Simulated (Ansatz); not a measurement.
# Al₂Cu: energy over two strains, part 2 of 2

How does the energy of Al2Cu (Fm-3m, No. 225; 3 atoms in the cell) change over two coordinates at once? A grid of runs gives the map.

Ansatz 0.2.0; DFT LDA, scalar-relativistic, plane waves, PAW. The steps go on from the part before.

### Step 6. Point (0.00 %, −2.33 %)

Contents of input.yaml:

```yaml
crystal:
  lattice:
    - [-2.0280237297, 2.0280237297, 2.7690488777]
    - [2.0280237297, -2.0280237297, 2.7690488777]
    - [2.0280237297, 2.0280237297, -2.7690488777]
  atoms:
    - { symbol: Al, position: [0.75, 0.25, 0.5] }
    - { symbol: Al, position: [0.25, 0.75, 0.5] }
    - { symbol: Cu, position: [0.5, 0.5, 0.0] }
basis:
  ecutwfc: 520.0
kpoints:
  mp_grid: { grid: [14, 14, 14] }
hamiltonian:
  xc: lda
  pseudopotentials: { kind: paw, azcp: { folder: soft_1 } }
scf:
  occupations: { method: gaussian, width: 0.15 }
output:
  forces: true
  stress: true
  eigenvalues: true
```

Command:

```console
$ ansatz run input.yaml --threads 2 --pin off --max-ram 4096MiB --backend cpu --events-out ev --progress --plain --runs-dir out
```

The log of the run, shortened:

```text
[...]
SCF converged after 9 iterations
Free energy (F): -7582.106680 eV
[...]
E sigma→0 (E₀):  -7582.101652 eV
Entropy (-TS):   -0.010057 eV (-3.352 meV/atom)
Fermi energy:    9.464503 eV
[...]
--- Forces (eV/Å), atoms counted from 1 ---
  atom   1  Al    -0.00000000     0.00000000     0.00000000
  atom   2  Al     0.00000000     0.00000000     0.00000000
  atom   3  Cu    -0.00000000     0.00000000     0.00000000
[...]
--- Stress (GPa, compression-positive) ---
       -1.237594       0.000000       0.000000
        0.000000      -1.237594      -0.000000
        0.000000       0.000000       2.885849
  P = ⅓ Tr σ = 0.1369 GPa (1.369 kbar)
--- Band table (eV; the first three rows and the last of 244) ---
  k-point 0: bands = ["-103.7078", "-61.5078", "-61.5078", "-61.4878", "-1.0190", "4.6770", "4.7147", "4.7147", "5.2668", "5.3279", "12.2771", "12.2803", "12.2803", "12.5385", "12.6788", "12.6788", "13.9955"]
[...]
```

It took 14 s on 2 threads of Arm Neoverse N1, shared host; peak memory 0.47 GiB.

On the map this point reads 4.4 meV/atom.

### Step 7. The run at (0.00 %, 2.33 %)

input.yaml: that of step 6 with these lines changed.

```diff
@@ -2,5 +2,5 @@
   lattice:
-    - [-2.0280237297, 2.0280237297, 2.7690488777]
-    - [2.0280237297, -2.0280237297, 2.7690488777]
-    - [2.0280237297, 2.0280237297, -2.7690488777]
+    - [-1.9813149343, 1.9813149343, 2.9011648577]
+    - [1.9813149343, -1.9813149343, 2.9011648577]
+    - [1.9813149343, 1.9813149343, -2.9011648577]
   atoms:
```

Command:

```console
$ ansatz run input.yaml --threads 2 --pin off --max-ram 4096MiB --backend cpu --events-out ev --progress --plain --runs-dir out
```

The log of the run, shortened:

```text
[...]
SCF converged after 9 iterations
Free energy (F): -7582.108281 eV
[...]
E sigma→0 (E₀):  -7582.103429 eV
Entropy (-TS):   -0.009705 eV (-3.235 meV/atom)
Fermi energy:    9.467720 eV
[...]
--- Forces (eV/Å), atoms counted from 1 ---
  atom   1  Al     0.00000000    -0.00000000     0.00000000
  atom   2  Al    -0.00000000     0.00000000     0.00000000
  atom   3  Cu    -0.00000000     0.00000000     0.00000000
[...]
--- Stress (GPa, compression-positive) ---
        1.303359       0.000000      -0.000000
        0.000000       1.303359       0.000000
        0.000000      -0.000000      -2.232830
  P = ⅓ Tr σ = 0.1246 GPa (1.246 kbar)
--- Band table (eV; the first three rows and the last of 244) ---
  k-point 0: bands = ["-103.7075", "-61.5137", "-61.4945", "-61.4945", "-1.0192", "4.6906", "4.6906", "4.7257", "5.2672", "5.3281", "12.1830", "12.4130", "12.4130", "12.4572", "12.4572", "12.8074", "13.9951"]
[...]
```

It took 15 s on 2 threads of Arm Neoverse N1, shared host; peak memory 0.47 GiB.

On the map this point reads 3.9 meV/atom.

### Step 8. Grid point (0.00 %, −4.67 %)

input.yaml: that of step 7 with these lines changed.

```diff
@@ -2,5 +2,5 @@
   lattice:
-    - [-1.9813149343, 1.9813149343, 2.9011648577]
-    - [1.9813149343, -1.9813149343, 2.9011648577]
-    - [1.9813149343, 1.9813149343, -2.9011648577]
+    - [-2.0514783609, 2.0514783609, 2.702707377]
+    - [2.0514783609, -2.0514783609, 2.702707377]
+    - [2.0514783609, 2.0514783609, -2.702707377]
   atoms:
```

Command:

```console
$ ansatz run input.yaml --threads 2 --pin off --max-ram 4096MiB --backend cpu --events-out ev --progress --plain --runs-dir out
```

The log of the run, shortened:

```text
Warning: <dir> the record states the generating functional pbe (its physics header spells it `PBE`), which answers neither for hamiltonian.xc's functional nor for the lda family's — results may be inconsistent (PPs are generated against a specific XC)
[...]
Warning: RAYON_NUM_THREADS=2 ignored (pool sized by the plan → 2); use --threads N
[...]
Pseudopotentials: kind: paw
Pseudopotential: Al, paw, valence charge 3, recommended cutoff 420 eV (normal), <dir>
Pseudopotential: Cu, paw, valence charge 19, recommended cutoff 420 eV (normal), <dir>
Functional definition: SPW92
[...]
Crystal: 3 atoms, lattice volume = 45.498 Å³
Basis set: ecut = 520 eV, 1235 PW (Γ)
Bands: 17, of which v1, the nominal top of the filled ones, is band 13 counted from 1 (12 counted from 0)
Symmetry: 16 space group operations
Space group: I4/mmm (ITA 139), of the structure as read, at distance tolerance 3.6e-5 Å
k-points: 244 of 2744
[...]
SCF iter   1: F=—  HF=-7585.887991 eV  |F-HF|=—  |Δ(HF+E_count)|=         —  Δρ=3.47e-1  dr2=3.68e1  ethr=3.10e-3  ⟨swp⟩=5.3  Hψ=20523  notcnv=0
[...]
SCF iter   9: F=-7582.062797 eV  HF=-7582.062797 eV  |F-HF|=2.95e-8  |Δ(HF+E_count)|=   3.53e-8  Δρ=7.00e-6  dr2=4.04e-8  ethr=4.00e-10  ⟨swp⟩=6.1  Hψ=19006  notcnv=0
[...]
SCF converged after 9 iterations
Free energy (F): -7582.062797 eV
[...]
E sigma→0 (E₀):  -7582.057605 eV
Entropy (-TS):   -0.010384 eV (-3.461 meV/atom)
Fermi energy:    9.477011 eV
[...]
--- Forces (eV/Å), atoms counted from 1 ---
  atom   1  Al     0.00000000    -0.00000000     0.00000000
  atom   2  Al    -0.00000000     0.00000000     0.00000000
  atom   3  Cu    -0.00000000     0.00000000     0.00000000
[...]
--- Stress (GPa, compression-positive) ---
       -2.435736       0.000000      -0.000000
        0.000000      -2.435736       0.000000
        0.000000      -0.000000       6.477331
  P = ⅓ Tr σ = 0.5353 GPa (5.353 kbar)
--- Band table (eV; the first three rows and the last of 244) ---
  k-point 0: bands = ["-103.6893", "-61.4960", "-61.4960", "-61.4562", "-1.0166", "4.6735", "4.7503", "4.7503", "5.2541", "5.3755", "12.0352", "12.2185", "12.2185", "12.7265", "12.8474", "12.8474", "14.0452"]
[...]
```

It took 14 s on 2 threads of Arm Neoverse N1, shared host; peak memory 0.47 GiB.

That is 19.1 meV/atom from the zero.

### Step 9. Point (0.00 %, 4.67 %)

input.yaml: that of step 8 with these lines changed.

```diff
@@ -2,5 +2,5 @@
   lattice:
-    - [-2.0514783609, 2.0514783609, 2.702707377]
-    - [2.0514783609, -2.0514783609, 2.702707377]
-    - [2.0514783609, 2.0514783609, -2.702707377]
+    - [-1.9578603031, 1.9578603031, 2.9675063584]
+    - [1.9578603031, -1.9578603031, 2.9675063584]
+    - [1.9578603031, 1.9578603031, -2.9675063584]
   atoms:
```

Command:

```console
$ ansatz run input.yaml --threads 2 --pin off --max-ram 4096MiB --backend cpu --events-out ev --progress --plain --runs-dir out
```

The log of the run, shortened:

```text
[...]
SCF converged after 9 iterations
Free energy (F): -7582.073918 eV
[...]
E sigma→0 (E₀):  -7582.068693 eV
Entropy (-TS):   -0.010450 eV (-3.483 meV/atom)
Fermi energy:    9.482701 eV
[...]
--- Forces (eV/Å), atoms counted from 1 ---
  atom   1  Al    -0.00000000     0.00000000     0.00000000
  atom   2  Al     0.00000000     0.00000000    -0.00000000
  atom   3  Cu     0.00000000    -0.00000000     0.00000000
[...]
--- Stress (GPa, compression-positive) ---
        2.675998      -0.000000      -0.000000
       -0.000000       2.675998      -0.000000
       -0.000000      -0.000000      -4.102607
  P = ⅓ Tr σ = 0.4165 GPa (4.165 kbar)
--- Band table (eV; the first three rows and the last of 244) ---
  k-point 0: bands = ["-103.6916", "-61.5111", "-61.4719", "-61.4719", "-1.0176", "4.7001", "4.7001", "4.7682", "5.2522", "5.3752", "12.0009", "12.3120", "12.3120", "12.5741", "12.5741", "13.0948", "14.0422"]
[...]
```

Wall time 14 s (2 threads of Arm Neoverse N1, shared host); peak memory 0.47 GiB.

That is 15.4 meV/atom from the zero.

### Step 10. All points together

28 points were computed, 21 more follow by symmetry. Energies in meV/atom, from the relaxed crystal:

| strain +e along z and -e/2 along x and y (%) ↓, strain +e along x and -e along y (%) → | −4.00 | −2.67 | −1.33 | 0.00 | 1.33 | 2.67 | 4.00 |
| --- | --- | --- | --- | --- | --- | --- | --- |
| 7.00 | 58.4 | 44.2 | 35.6 | 32.8 | 35.6 | 44.2 | 58.4 |
| 4.67 | 38.0 | 25.3 | 17.8 | 15.4 | 17.8 | 25.3 | 38.0 |
| 2.33 | 23.7 | 12.7 | 6.1 | 3.9 | 6.1 | 12.7 | 23.7 |
| 0.00 | 16.8 | 7.4 | 1.8 | 0.0 | 1.8 | 7.4 | 16.8 |
| −2.33 | 18.7 | 10.7 | 5.9 | 4.4 | 5.9 | 10.7 | 18.7 |
| −4.67 | 30.7 | 24.1 | 20.3 | 19.1 | 20.3 | 24.1 | 30.7 |
| −7.00 | 54.6 | 49.4 | 46.4 | 45.4 | 46.4 | 49.4 | 54.6 |

The pressure (GPa) at each point:

```tsv
strain +e along z and -e/2 along x and y (%) ↓, strain +e along x and -e along y (%) →	−4.00	−2.67	−1.33	0.00	1.33	2.67	4.00
7.00	1.63	1.20	0.94	0.85	0.94	1.20	1.63
4.67	1.07	0.69	0.48	0.42	0.48	0.69	1.07
2.33	0.67	0.36	0.18	0.12	0.18	0.36	0.67
0.00	0.46	0.21	0.06	0.01	0.06	0.21	0.46
−2.33	0.50	0.30	0.18	0.14	0.18	0.30	0.50
−4.67	0.81	0.65	0.56	0.54	0.56	0.65	0.81
−7.00	1.50	1.39	1.32	1.30	1.32	1.39	1.50
```

### Step 11. Results

What follows sums up all 2 parts.

```
              quantity                                                                            value
          lowest point                                                   (0.00 %, 0.00 %), 0.0 meV/atom
highest computed point                                (−4.00 %, 7.00 %), 58.4 meV/atom above the lowest
        pressure (GPa)  0.01 at (0.00 %, 0.00 %) to 1.63 at (−4.00 %, 7.00 %); 0.01 at the lowest point
   time for all points                                                 11 min on 2 threads, shared host
```

What this shows: The lowest computed point is at (0.00 %, 0.00 %), which is the relaxed crystal itself. No other kind of well shows on this grid. The highest computed point, (−4.00 %, 7.00 %), lies 58.4 meV/atom above the lowest. Round the minimum the two coordinates are nearly uncoupled. The curvatures of the interpolated surface at the minimum, over the volume, give stiffnesses of about 210 and 160 GPa for the two patterns (per unit amplitude as drawn, so not the usual moduli); on a grid this wide they are rough.
